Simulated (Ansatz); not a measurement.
## Equation of state of selenium, fcc

Computed with DFT, PBE, plane waves (420 eV) with PAW, scalar-relativistic in Ansatz.

The cell is scaled uniformly from the relaxed one, with fractional coordinates and shape fixed. Energies are extrapolated to zero smearing, pressures are those at the given smearing. Magnetic state: spin not included.

```
V (Å³/atom)  E − E₀ (meV/atom)  P (GPa)
     17.991               74.5    11.57
     18.808               29.2     6.75
     19.626                5.9     2.91
     20.444                0.1    -0.14
     21.262                8.2    -2.57
     22.079               27.3    -4.50
     22.897               55.3    -6.02
```

Question: Fit a third-order Birch-Murnaghan equation.

Answer: V₀ = 20.35 Å³/atom, B₀ = 69 GPa, B₀′ = 4.7.
